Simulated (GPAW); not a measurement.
# ZnS (Wurtzite-2H) (P6_3mc) in GPAW: notebook

The runs below take ZnS (Wurtzite-2H) through equation of state, band structure, with PBEsol, r2SCAN, PBE.

All numbers are computed with GPAW 26.7.0; they aren't measurements. Logs are shortened: lines on timing, memory, paths and dates and some standing lists are left out, and cuts for length are marked. The log counts tension as positive stress, the text compression.

**What was measured.**

A printed reference work, monograph reports, for a bulk crystal of ZnS at 4 K: band gap 3.911 eV (direct).

The results are compared with them further down.

## 1. Starting point

The structure is hexagonal, space group P6_3mc (No. 186). Conventional cell: a = 3.811 Å, b = 3.811 Å, c = 6.234 Å, α = 90.00°, β = 90.00°, γ = 120.00°. Zn (site symmetry 3m) is surrounded by 4 S at 2.31 to 2.40 Å. Around S (site symmetry 3m) lie 4 Zn at 2.31 to 2.40 Å.

## 2. Equation of state, PBEsol

File run.py:

```python
from ase import Atoms
from ase.eos import EquationOfState
from ase.io import Trajectory
from ase.units import GPa
from gpaw import GPAW, PW, setup_paths

setup_paths.insert(0, '.')

atoms = Atoms(['Zn', 'Zn', 'S', 'S'],
              cell=[[3.811, 0.0, 0.0],
                    [-1.9055, 3.3004228138, 0.0],
                    [0.0, 0.0, 6.234]],
              scaled_positions=[[0.6666666667, 0.3333333333, 0.5],
                                [0.3333333333, 0.6666666667, 0.0],
                                [0.6666666667, 0.3333333333, 0.885],
                                [0.3333333333, 0.6666666667, 0.385]],
              pbc=True)

traj = Trajectory('eos.traj', 'w')
volumes, energies = [], []
for x in [0.94, 0.96, 0.98, 1.0, 1.02, 1.04, 1.06]:
    a = atoms.copy()
    a.set_cell(atoms.cell * x**(1 / 3), scale_atoms=True)
    calc = GPAW(mode=PW(600),
                xc='PBEsol',
                kpts={'size': (7, 7, 4), 'gamma': True},
                occupations={'name': 'fermi-dirac', 'width': 0.05},
                nbands=31,
                convergence={'density': 1e-05, 'energy': 1e-05},
                maxiter=150,
                txt=f'eos-{x:.2f}.txt')
    a.calc = calc
    energies.append(a.get_potential_energy(force_consistent=True))
    volumes.append(a.get_volume())
    p = -a.get_stress()[:3].mean() / GPa
    calc.write(f'eos-{x:.2f}.gpw')
    traj.write(a)
    print(f'{x:.2f} {volumes[-1]:10.4f} A^3 {energies[-1]:14.6f} eV {p:9.3f} GPa', flush=True)

v0, e0, B = EquationOfState(volumes, energies, eos='birchmurnaghan').fit()
print(f'V0 = {v0:.4f} A^3, E0 = {e0:.6f} eV, B0 = {B / GPa:.2f} GPa')
```

Potentials or basis: PAW data sets generated in the run's folder for this functional, pw.

The run is started by

```bash
$ gpaw-setup -f PBEsol S Zn
$ OMP_NUM_THREADS=1 python run.py
```

The log of the run:

```text
__  _  _
 | _ |_)|_||  |
 |__||  | ||/\| - 26.7.0

Input parameters:
  mode=PW(ecut=600.0),
  convergence={'density': 1e-05, 'energy': 1e-05},
  kpts=MonkhorstPack(size=(7, 7, 4), gamma=True),
  maxiter=150,
  nbands=31,
  occupations=Occupations(name='fermi-dirac', width=0.05),
  xc=XC(name='PBEsol')

Diagonalizing LCAO Hamiltonian
Converting LCAO to pw mode

           S

           Zn
        S

        Zn

Atoms  # Å, Bohr magnetons
|   | symbol |         x |        y |        z |    initial magnetic moments |
|---|--------|-----------|----------|----------|-----------------------------|
| 0 |     Zn |  1.866601 | 1.077683 | 3.053370 | ( 0.0000,  0.0000,  0.0000) |
| 1 |     Zn | -0.000000 | 2.155366 | 0.000000 | ( 0.0000,  0.0000,  0.0000) |
| 2 |      S |  1.866601 | 1.077683 | 5.404465 | ( 0.0000,  0.0000,  0.0000) |
| 3 |      S | -0.000000 | 2.155366 | 2.351095 | ( 0.0000,  0.0000,  0.0000) |

Unit cell  # Å
| periodic |         x |        y |        z |  lengths |     angles |
|----------|-----------|----------|----------|----------|------------|
|      yes |  3.733203 | 0.000000 | 0.000000 | 3.733203 |  90.000000 |
|      yes | -1.866601 | 3.233048 | 0.000000 | 3.733203 |  90.000000 |
|      yes |  0.000000 | 0.000000 | 6.106740 | 6.106740 | 120.000000 |

Number of symmetries: 6
Symmetry operations  # r_c * U_cc + t_c -> r_c
|   | kind |            matrix            |
|---|------|------------------------------|
| 0 |  σ   |  1, 1, 0,  0,-1, 0,  0, 0, 1 |
| 1 |  E   |  1, 0, 0,  0, 1, 0,  0, 0, 1 |
| 2 |  C3  |  0, 1, 0, -1,-1, 0,  0, 0, 1 |
| 3 |  σ   |  0,-1, 0, -1, 0, 0,  0, 0, 1 |
| 4 |  σ   | -1, 0, 0,  1, 1, 0,  0, 0, 1 |
| 5 |  C3  | -1,-1, 0,  1, 0, 0,  0, 0, 1 |

BZ-sampling:
  Number of BZ points: 196
  Number of IBZ points: 28

  Monkhorst-Pack size: [7, 7, 4]
  Monkhorst-Pack shift: [0.0, 0.0, 0.125]

K-points  # in reciprocal-cell coordinates
|     |                                coordinates |     weight |
|-----|--------------------------------------------|------------|
|   0 | (  0.00000000,   0.00000000,   0.00000000) | 0.00510204 |
|   1 | (  0.00000000,   0.00000000,   0.25000000) | 0.01020408 |
|   2 | (  0.00000000,   0.00000000,   0.50000000) | 0.00510204 |
|   3 | (  0.14285714,   0.00000000,  -0.25000000) | 0.03061224 |
|   4 | (  0.14285714,   0.00000000,   0.00000000) | 0.03061224 |
|   5 | (  0.14285714,   0.00000000,   0.25000000) | 0.03061224 |
|   6 | (  0.14285714,   0.00000000,   0.50000000) | 0.03061224 |
|   7 | (  0.28571429,  -0.14285714,   0.00000000) | 0.03061224 |
|   8 | (  0.28571429,  -0.14285714,   0.25000000) | 0.06122449 |
|   9 | (  0.28571429,  -0.14285714,   0.50000000) | 0.03061224 |
| ... |                                            |            |
|  27 | (  0.42857143,   0.42857143,   0.50000000) | 0.03061224 |

Plane wave coefficients: 2491
Cutoff: 600.0 eV

Spin-components: 1 (collinear spins)
Bands:           31
Projectors:      22
Spin-degeneracy: 2
Datatype:        complex128

Parallelization:
  kpt:    1
  domain: 1
  band:   1

Density:
  Valence electrons: 36.0
  Components: 1
  Grid points: [24 24 35]
  Charge: 0.0  # |e|

Potential:
  Grid points: [24 24 35]

species:
  Zn:
    name:    Zinc
    Z:       30.0
    valence: 12
    core:    18
    charge:  0.0  # [|e|]
    compensation charges:
      type: gauss
      rc: 0.37  # [Å]
      lmax: 2
    cutoffs:
      filter: 2.14  # [Å]
      core: 2.28  # [Å]
    projectors
    | kind |    occ | energy [eV] | rcut [Å] |
    |------|--------|-------------|----------|
    |   4s |  2.000 |      -5.996 |    1.286 |
    |   4p |  0.000 |      -1.076 |    1.270 |
    |   3d | 10.000 |     -10.170 |    1.180 |
    |    s |        |      21.215 |    1.286 |
    |    p |        |      26.135 |    1.270 |
    |    d |        |      17.041 |    1.180 |

    Using partial waves for Zn as LCAO basis

  S:
    name:    Sulfur
    Z:       16.0
    valence: 6
    core:    10
    charge:  0.0  # [|e|]
    compensation charges:
      type: gauss
      rc: 0.24  # [Å]
      lmax: 2
    cutoffs:
      filter: 1.77  # [Å]
      core: 1.66  # [Å]
    projectors
    | kind |    occ | energy [eV] | rcut [Å] |
    |------|--------|-------------|----------|
    |   3s |  2.000 |     -17.192 |    0.974 |
    |   3p |  4.000 |      -6.978 |    0.979 |
    |    s |        |      10.020 |    0.974 |
    |    p |        |      20.234 |    0.979 |
    |    d |        |       0.000 |    0.900 |

    Using partial waves for S as LCAO basis

Reference energy: -119325.889879  # eV

eigensolver:
  PPCG
  Converge bands: occupied
  niter=2

density mixing:
  MSR1-Mixer
  Pratt-step length: 0.05
  Maximum mixing coefficient: 0.75
  Old densities: 10
  SVD Regularization: 0.005
  Good broyden scale: 1.0
  Trust region scale: 1.0
  Backstep threshold: 4.0
  History deletion threshold: 6.0
  Fourier metric: weight=20.0, sigma=0.015

occupation numbers:
  Fermi-Dirac:
    width: 0.0500  # eV

poisson solver:
  ecut: 4800.0  # eV

xc functional:
  name: PBEsol with 2 nearest neighbor stencil

convergence criteria:
[... 6 lines left out ...]
|iter     | |      energy | eigst |  dens |
|---------|-|-------------|-------|-------|
|iter:   1| |  -15.942712 | +0.15 |       |
|iter:   2| |  -15.787197 | -1.46 | -1.21 |
|iter:   3| |  -15.245409 | -1.41 | -1.25 |
|iter:   4| |  -15.246443 | -2.59 | -1.80 |
|iter:   5| |  -15.249126 | -3.68 | -2.26 |
|iter:   6| |  -15.249222 | -5.00 | -3.32 |
|iter:   7| |  -15.249241c| -5.88 | -3.65 |
|iter:   8| |  -15.249251c| -6.17 | -3.96 |
|iter:   9| |  -15.249251c| -7.34 | -4.68 |
|iter:  10| |  -15.249251c| -8.36c| -5.30c|

Converged in 10 steps
Energy contributions relative to reference atoms: (reference = -119325.889879)

Energy contributions:
  Kinetic:          24.125141
  Coulomb:         -19.616808
  Zero:              0.058176
  External:          0.000000
  Xc:              -19.815760
  Entropy:          -0.000000
  Spinorbit:         0.000000
  ----------------------------
  Free energy:     -15.249251
  Extrapolated:    -15.249251

dipole moment: (0.000001, 0.000000, -7.176423)  # |e|*Ang

Fermi level: 5.366
Eigenvalues  # (at kpt = [0.000, 0.000, 0.000])
| band index |      eig [eV] | occ [0-2] |
|------------|---------------|-----------|
|          0 |        -9.239 |     2.000 |
|        ... |               |           |
|         10 |        -1.601 |     2.000 |
|         11 |        -1.489 |     2.000 |
|         12 |        -1.167 |     2.000 |
|         13 |         3.468 |     2.000 |
|         14 |         3.468 |     2.000 |
|         15 |         4.411 |     2.000 |
[... 8 lines left out ...]
|         24 |        11.937 |     0.000 |
|         25 |        13.869 |     0.000 |
|        ... |               |           |
|         30 |        16.601 |     0.000 |

Gap: 2.394 eV
Transition (v -> c):
  (s=0, k=0, n=17, [0.00, 0.00, 0.00]) -> (s=0, k=0, n=18, [0.00, 0.00, 0.00])
No difference between direct/indirect transitions

Stress tensor  # eV/Ang^3
|         x |         y |         z |
|-----------|-----------|-----------|
| -0.030217 |  0.000000 |  0.000000 |
| -0.000000 | -0.030217 |  0.000000 |
|  0.000000 |  0.000000 | -0.012168 |

# Writing to eos-0.94.gpw (mode='')
```

It took 5 min on 1 thread of Arm Neoverse V2, shared host; peak memory 0.39 GiB.

What came out:

- Equilibrium volume: 19.28 Å³/atom
- Bulk modulus at fixed shape and positions: 78 GPa
- Pressure derivative of the bulk modulus: 4.4

Energy against volume, from the lowest point:
| volume (Å³/atom) | energy (meV/atom) |
| --- | --- |
| 18.427 | 10.04 |
| 18.819 | 2.80 |
| 19.211 | 0.00 |
| 19.603 | 1.19 |
| 19.995 | 5.95 |
| 20.387 | 13.92 |
| 20.779 | 24.74 |

Caveat: the cell was scaled at fixed shape and fractional positions, which overstates the stiffness of a crystal with free parameters, most of all of layers and chains.

## 3. Band structure, r2SCAN

File run.py:

```python
from ase import Atoms
from ase.dft.bandgap import bandgap
from ase.io import write
from ase.units import GPa
from gpaw import GPAW, PW

atoms = Atoms(['Zn', 'Zn', 'S', 'S'],
              cell=[[3.811, 0.0, 0.0],
                    [-1.9055, 3.3004228138, 0.0],
                    [0.0, 0.0, 6.234]],
              scaled_positions=[[0.6666666667, 0.3333333333, 0.5],
                                [0.3333333333, 0.6666666667, 0.0],
                                [0.6666666667, 0.3333333333, 0.885],
                                [0.3333333333, 0.6666666667, 0.385]],
              pbc=True)

calc = GPAW(mode=PW(600),
            xc='MGGA_X_R2SCAN+MGGA_C_R2SCAN',
            kpts={'size': (7, 7, 4), 'gamma': True},
            occupations={'name': 'fermi-dirac', 'width': 0.05},
            nbands=31,
            convergence={'density': 1e-05, 'energy': 1e-05},
            maxiter=150,
            txt='gpaw.txt')
atoms.calc = calc
energy = atoms.get_potential_energy()
forces = atoms.get_forces()
stress = atoms.get_stress()
calc.write('gs.gpw')
write('result.traj', atoms)
print(f'Energy: {energy:.6f} eV')
print('Forces (eV/A):')
print(forces.round(4))
print('Stress (GPa):', (stress / GPa).round(3))
print('Fermi level:', round(calc.get_fermi_level(), 4), 'eV')
print(f'Gap: {bandgap(calc)[0]:.4f} eV, direct: {bandgap(calc, direct=True)[0]:.4f} eV')

path = atoms.cell.bandpath('GMKGALHA,LM,KH', npoints=80, eps=1e-4)
bs_calc = calc.fixed_density(kpts=path, symmetry='off', nbands=48,
                             convergence={'bands': 'CBM+6.0', 'eigenstates': 1e-6}, txt='bands.txt')
bs = bs_calc.band_structure()
bs.write('bs.json')
print(f'Gap on the path: {bandgap(bs_calc)[0]:.4f} eV')
```

Potentials or basis: GPAW PAW data sets (gpaw-data 1.2.1), pw.

The run is started by

```bash
$ OMP_NUM_THREADS=1 python run.py
```

gpaw.txt:

```text
__  _  _
 | _ |_)|_||  |
 |__||  | ||/\| - 26.7.0

Input parameters:
  mode=PW(ecut=600.0),
  convergence={'density': 1e-05, 'energy': 1e-05},
  kpts=MonkhorstPack(size=(7, 7, 4), gamma=True),
  maxiter=150,
  nbands=31,
  occupations=Occupations(name='fermi-dirac', width=0.05),
  xc=XC(name='MGGA_X_R2SCAN+MGGA_C_R2SCAN')

Diagonalizing LCAO Hamiltonian
Converting LCAO to pw mode

            S

            Zn
        S

        Zn

Atoms  # Å, Bohr magnetons
|   | symbol |         x |        y |        z |    initial magnetic moments |
|---|--------|-----------|----------|----------|-----------------------------|
| 0 |     Zn |  1.905500 | 1.100141 | 3.117000 | ( 0.0000,  0.0000,  0.0000) |
| 1 |     Zn | -0.000000 | 2.200282 | 0.000000 | ( 0.0000,  0.0000,  0.0000) |
| 2 |      S |  1.905500 | 1.100141 | 5.517090 | ( 0.0000,  0.0000,  0.0000) |
| 3 |      S | -0.000000 | 2.200282 | 2.400090 | ( 0.0000,  0.0000,  0.0000) |

Unit cell  # Å
| periodic |         x |        y |        z |  lengths |     angles |
|----------|-----------|----------|----------|----------|------------|
|      yes |  3.811000 | 0.000000 | 0.000000 | 3.811000 |  90.000000 |
|      yes | -1.905500 | 3.300423 | 0.000000 | 3.811000 |  90.000000 |
|      yes |  0.000000 | 0.000000 | 6.234000 | 6.234000 | 120.000000 |

Number of symmetries: 6
Symmetry operations  # r_c * U_cc + t_c -> r_c
|   | kind |            matrix            |
|---|------|------------------------------|
| 0 |  σ   |  1, 1, 0,  0,-1, 0,  0, 0, 1 |
| 1 |  E   |  1, 0, 0,  0, 1, 0,  0, 0, 1 |
| 2 |  C3  |  0, 1, 0, -1,-1, 0,  0, 0, 1 |
[... 140 lines left out ...]
|iter:   3| |-16272723.931596 | +6.24 | -1.22 |
|iter:   4| |  -22.740969 | +2.11 | +2.29 |
|iter:   5| |  -35.390750 | +0.59 | -0.60 |
|iter:   6| |  -35.354097 | -0.90 | -1.72 |
|iter:   7| |  -35.346345 | -2.52 | -1.96 |
|iter:   8| |  -35.344299 | -3.39 | -2.43 |
|iter:   9| |  -35.344401 | -4.47 | -2.93 |
|iter:  10| |  -35.344407c| -5.52 | -3.53 |
|iter:  11| |  -35.344405c| -6.85 | -3.93 |
|iter:  12| |  -35.344404c| -7.62c| -4.21 |
|iter:  13| |  -35.344404c| -7.60c| -4.72 |
|iter:  14| |  -35.344404c| -9.27c| -5.44c|

Converged in 14 steps
Energy contributions relative to reference atoms: (reference = -119437.893101)

Energy contributions:
  Kinetic:          39.893122
  Coulomb:         -33.836385
  Zero:             -0.196461
  External:          0.000000
  Xc:              -41.204680
  Entropy:          -0.000000
  Spinorbit:         0.000000
  ----------------------------
  Free energy:     -35.344404
  Extrapolated:    -35.344404

dipole moment: (0.000001, -0.000000, -7.359234)  # |e|*Ang

Fermi level: 5.444
Eigenvalues  # (at kpt = [0.000, 0.000, 0.000])
| band index |      eig [eV] | occ [0-2] |
|------------|---------------|-----------|
|          0 |       -10.195 |     2.000 |
|        ... |               |           |
|         10 |        -2.332 |     2.000 |
|         11 |        -2.180 |     2.000 |
|         12 |        -1.729 |     2.000 |
|         13 |         2.669 |     2.000 |
|         14 |         2.669 |     2.000 |
|         15 |         3.539 |     2.000 |
[... 8 lines left out ...]
|         24 |        11.662 |     0.000 |
|         25 |        13.450 |     0.000 |
|        ... |               |           |
|         30 |        16.673 |     0.000 |

Gap: 2.819 eV
Transition (v -> c):
  (s=0, k=0, n=17, [0.00, 0.00, 0.00]) -> (s=0, k=0, n=18, [0.00, 0.00, 0.00])
No difference between direct/indirect transitions

Forces  # eV/Ang
|       x |       y |        z |
|---------|---------|----------|
| 0.00000 | 0.00000 |  0.31224 |  # Zn   0
| 0.00000 | 0.00000 |  0.31216 |  # Zn   1
| 0.00000 | 0.00000 | -0.31148 |  # S    2
| 0.00000 | 0.00000 | -0.31132 |  # S    3

Stress tensor  # eV/Ang^3
|         x |         y |         z |
|-----------|-----------|-----------|
| -0.001559 |  0.000000 |  0.000000 |
|  0.000000 | -0.001559 | -0.000000 |
|  0.000000 | -0.000000 |  0.009668 |

# Writing to gs.gpw (mode='')
```

bands.txt:

```text
Diagonalizing LCAO Hamiltonian
Converting LCAO to pw mode
convergence criteria:
- Maximum integral of absolute [eigenst]ate change: 1e-06 eV^2 / valence electron
maximum number of iterations: 150

SCF iterations
|iter     | |      energy | eigst |  dens |
|---------|-|-------------|-------|-------|
[... 87 lines left out ...]
         [0.5       , 0.        , 0.08333333],
         [0.5       , 0.        , 0.        ],
         [0.33333333, 0.33333333, 0.        ],
         [0.33333333, 0.33333333, 0.08333333],
         [0.33333333, 0.33333333, 0.16666667],
         [0.33333333, 0.33333333, 0.25      ],
         [0.33333333, 0.33333333, 0.33333333],
         [0.33333333, 0.33333333, 0.41666667],
         [0.33333333, 0.33333333, 0.5       ]])),
  maxiter=150,
  nbands=48,
  occupations=Occupations(name='fermi-dirac', width=0.05),
  symmetry=Symmetry(point_group=False, time_reversal=False),
  xc=XC(name='MGGA_X_R2SCAN+MGGA_C_R2SCAN')
```

Wall time 8.3 min (1 thread of Arm Neoverse V2, shared host); peak memory 0.55 GiB.

Results:

- Free energy: -35.3444 eV
- Pressure: -0.3 GPa
- Largest force: 0.312 eV/Å
- Band gap on the k mesh: 2.82 eV, direct
- Band gap along the path: 2.82 eV, direct

Forces on the atoms (eV/Å):
```
Zn   0.000  0.000  0.312
Zn   0.000  0.000  0.312
S    0.000  0.000 -0.311
S    0.000  0.000 -0.311
```

Stress tensor (GPa, compression positive):
```
 0.25  0.00  0.00
 0.00  0.25  0.00
 0.00  0.00 -1.55
```

Levels at the corners of the path, in eV from the valence-band top:
```csv
point,band 15,band 16,band 17,band 18,band 19,band 20,band 21,band 22
Γ,-0.88,-0.01,-0.01,0.00,2.82,3.50,6.75,6.75
M,-3.23,-2.32,-1.59,-1.01,3.99,4.78,5.52,7.57
K,-3.98,-2.27,-2.26,-2.26,4.75,6.48,6.48,8.28
Γ,-0.88,-0.01,-0.01,0.00,2.82,3.50,6.75,6.75
A,-0.46,-0.46,-0.46,-0.46,4.05,4.05,7.18,7.18
L,-1.71,-1.71,-1.57,-1.57,4.02,4.02,5.57,5.57
H,-3.19,-3.19,-1.30,-1.30,5.02,5.02,6.83,6.83
A,-0.46,-0.46,-0.46,-0.46,4.05,4.05,7.18,7.18
L,-1.71,-1.71,-1.57,-1.57,4.02,4.02,5.57,5.57
M,-3.23,-2.32,-1.59,-1.01,3.99,4.78,5.52,7.57
K,-3.98,-2.27,-2.26,-2.26,4.75,6.48,6.48,8.28
H,-3.19,-3.19,-1.30,-1.30,5.02,5.02,6.83,6.83
```

Caveat: the PAW data sets were made with another functional, which shifts forces and pressure a little.

(Part 1 of 2 ends here.)
